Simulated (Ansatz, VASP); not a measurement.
# AlN: VASP beside Ansatz, part 2 of 2

Wanted: the spread between two codes on one cell, functional and k mesh.

VASP 6.6.1 and Ansatz 0.2.0.

So far. Step 2 (VASP: single point, r2SCAN): The run ends at a pressure of 13.37 GPa. Step 3 (Ansatz: single point, r2SCAN): The run ends at a pressure of 15.05 GPa.

## 6. Ansatz: single point, PBE

Level of this step: Ansatz beside VASP: Kohn-Sham DFT, plane waves, PBE (Ansatz).

With cell and atoms fixed, the geometry can't cause a difference; cores, projectors, grids and the points listed under the comparison can. The cell compared in this pair holds 20.83 Å³, against 19.58 Å³ for the pair before.

Input file input.yaml:

```yaml
crystal:
  lattice:
    - [0.0, 2.1839935596, 2.1839935596]
    - [2.1839935596, 0.0, 2.1839935596]
    - [2.1839935596, 2.1839935596, 0.0]
  atoms:
    - { symbol: Al, position: [0.0, 0.0, 0.0] }
    - { symbol: "N", position: [0.25, 0.25, 0.25] }
hamiltonian:
  xc: pbe
  pseudopotentials: { kind: paw }
kpoints:
  mp_grid: { grid: [4, 4, 4] }
scf:
  occupations: { method: gaussian, width: 0.05 }
  n_extra_bands: 4
output:
  forces: true
  stress: true
  eigenvalues: true
  write_density: true
  write_potential: true
  elf: true
  volumetric_format: npy
```

On the command line:

```bash
$ ansatz run input.yaml --threads 2 --pin off --max-ram 4608MiB --backend cpu --events-out ev --progress --plain --runs-dir out
```

Numbers of over 12 decimals in the logs are rounded to 6 here.

The log of the run:

```text
[...]
Crystal: 2 atoms, lattice volume = 20.835 Å³
Basis set: ecut = 420 eV, 411 PW (Γ), exchange–correlation on 48×48×48 points (8 copies of the dense FFT grid, shifted against one another)
Bands: 8, of which v1, the nominal top of the filled ones, is band 4 counted from 1 (3 counted from 0)
Symmetry: 24 space group operations
[...]
k-points: 8 of 64 (time reversal used)
[...]
Free energy (F): -924.167183 eV
[...]
Internal energy: -924.167183 eV  (E = F + TS)
E sigma→0 (E₀):  -924.167183 eV
Fermi energy:    8.651655 eV
[...]
--- Stress (GPa, compression-positive) ---
        4.939542       0.000000      -0.000000
       -0.000000       4.939542       0.000000
       -0.000000       0.000000       4.939542
  P = ⅓ Tr σ = 4.9395 GPa (49.395 kbar)
--- Band table (eV; the first three rows and the last of 8) ---
[...]
[key lines of the parts left out:]
SCF converged after 6 iterations
```

Wall time 0.84 s (2 threads of Arm Neoverse N1, shared host); peak memory 0.22 GiB; 0.86 s of CPU time.

The run ends at a pressure of 4.94 GPa.

## 7. VASP: single point, PBE

The same cell, functional, mesh and smearing now go to VASP, with its own data sets and cutoff.

Input file INCAR:

```
SYSTEM = AlN
PREC = Accurate
ENCUT = 470
EDIFF = 1E-08
NELM = 100
ISMEAR = 0
SIGMA = 0.05
LREAL = .FALSE.
ALGO = Normal
GGA = PE
NBANDS = 10
LORBIT = 11
LWAVE = .TRUE.
LCHARG = .FALSE.
KPAR = 8
```

Input file POSCAR:

```
AlN
1.0
    0.0000000000      2.1839935596      2.1839935596
    2.1839935596      0.0000000000      2.1839935596
    2.1839935596      2.1839935596      0.0000000000
Al N
1 1
Direct
    0.0000000000      0.0000000000      0.0000000000
    0.2500000000      0.2500000000      0.2500000000
```

Input file KPOINTS:

```
Automatic mesh
0
Gamma
4 4 4
0 0 0
```

The projector-augmented-wave data sets are Al_GW and N_GW (PBE family, release 64).

On the command line:

```bash
$ mpirun -np 8 vasp_std
```

The log of the run:

```text
[banner, memory and clock lines left out]
running    8 mpi-ranks, on    1 nodes
[...]
[... a notice as in an earlier step ...]

 LDA part: xc-table for (Slater+PW92), standard interpolation
 POSCAR, INCAR and KPOINTS ok, starting setup
[...]
entering main loop
       N       E                     dE             d eps       ncg     rms          rms(c)
DAV:   1     0.202661877889E+02    0.20266E+02   -0.46701E+03   168   0.676E+02
DAV:   2    -0.160803519542E+02   -0.36347E+02   -0.34718E+02   190   0.190E+02
DAV:   3    -0.172154560191E+02   -0.11351E+01   -0.11338E+01   206   0.289E+01
DAV:   4    -0.172212884757E+02   -0.58325E-02   -0.58317E-02   186   0.245E+00
[...]
DAV:  11    -0.148326451377E+02    0.13566E-05   -0.69528E-06   220   0.289E-02    0.256E-03
DAV:  12    -0.148326453760E+02   -0.23827E-06   -0.27305E-07   184   0.455E-03    0.478E-04
DAV:  13    -0.148326453750E+02    0.94360E-09   -0.36608E-08   186   0.151E-03
   1 F= -.14832645E+02 E0= -.14832645E+02  d E =-.553464E-20
 writing wavefunctions
```

OUTCAR, selected parts (step 7):

```text
  Total        0.4242841      0.4242841      0.4242841     -0.0000000      0.0000000      0.0000000
  in kB       32.6274632     32.6274632     32.6274632     -0.0000000      0.0000000      0.0000000
  external PRESSURE =      32.6274632 kB  Pullay stress =       0.0000000 kB

 POSITION                                       TOTAL-FORCE (eV/Angst)
 -----------------------------------------------------------------------------------
      0.00000      0.00000      0.00000        -0.000000     -0.000000     -0.000000
      1.09200      1.09200      1.09200         0.000000      0.000000      0.000000
 -----------------------------------------------------------------------------------
    total drift:                               -0.000000     -0.000000     -0.000000

  FREE ENERGIE OF THE ION-ELECTRON SYSTEM (eV)
  ---------------------------------------------------
  free  energy   TOTEN  =       -14.8326453750 eV

  energy  without entropy=      -14.8326453750  energy(sigma->0) =      -14.83264538

[... 1 part as in an earlier step ...]

[... 2 further parts left out ...]
[key lines of the parts left out:]
E-fermi :   5.2929
```

The run ends at a pressure of 3.26 GPa.

## 8. Comparison

What differs besides the data sets and the points named for the pairs above, as far as they apply: the cutoff is 420 eV in Ansatz and 470 eV in VASP; VASP leaves aspherical gradient terms in its spheres out (LASPH is not set), Ansatz keeps them. Total energies have different zeros and are not compared.

The two programs side by side:

```
              quantity  Ansatz   VASP  difference
gap on the k mesh (eV)   3.300  3.295      +0.005
```

Not compared: the pressure (VASP's GW data sets at this cutoff don't carry it). A gap on the mesh is an upper bound, since the band edges may lie between its points.

## 9. Other set-ups

Further runs change the set-up of one program: Ansatz's method, potentials or start, or VASP's data sets, cutoff or form of LDA. The table gives Ansatz less VASP for each quantity, since a change that brings one quantity closer may part another.

```
                                        run  gap on the k mesh (eV)
                                   as above                  0.0050
          Ansatz's all-electron LAPW method                 -0.0032
   Ansatz's larger PAW set (cutoff 1050 eV)                 -0.0023
norm-conserving potentials (cutoff 1240 eV)                 -0.0089
```

## 10. Summary of results

```
difference in gap on the k mesh (single point, r2SCAN) : 0.0050 eV
difference in gap on the k mesh (single point, PBE)    : 0.0050 eV
```

In words: The difference in gap on the k mesh is 0.0050 eV (single point, PBE), within the 0.08 eV picked in this series as the mark of a large difference. Single point, r2SCAN, cores kept as stored: the difference in gap on the k mesh goes from 0.0050 to 0.0072 eV. Single point, r2SCAN, Ansatz's larger PAW set (cutoff 1050 eV): the difference in gap on the k mesh goes from 0.0050 to 0.0036 eV. Single point, r2SCAN, norm-conserving potentials (cutoff 1252 eV): the difference in gap on the k mesh goes from 0.0050 to 0.0075 eV. Single point, PBE, Ansatz's all-electron LAPW method: the difference in gap on the k mesh goes from 0.0050 to -0.0032 eV. Single point, PBE, Ansatz's larger PAW set (cutoff 1050 eV): the difference in gap on the k mesh goes from 0.0050 to -0.0023 eV. How closely two codes agree says nothing of how well the functional describes the real material.

[Lines on the potential files, build, host, timing and source positions are cut from VASP's logs without a mark.]

[Logs are printed without paths, hosts, clocks, repeated set-up lines and the standing remarks that a program may print on its own settings, such as how far it seeks lower states.]

[Hosts, paths, dates, database ids (printed as entryN), source tags and the programs' standing remarks are cut or masked in the printed files.]
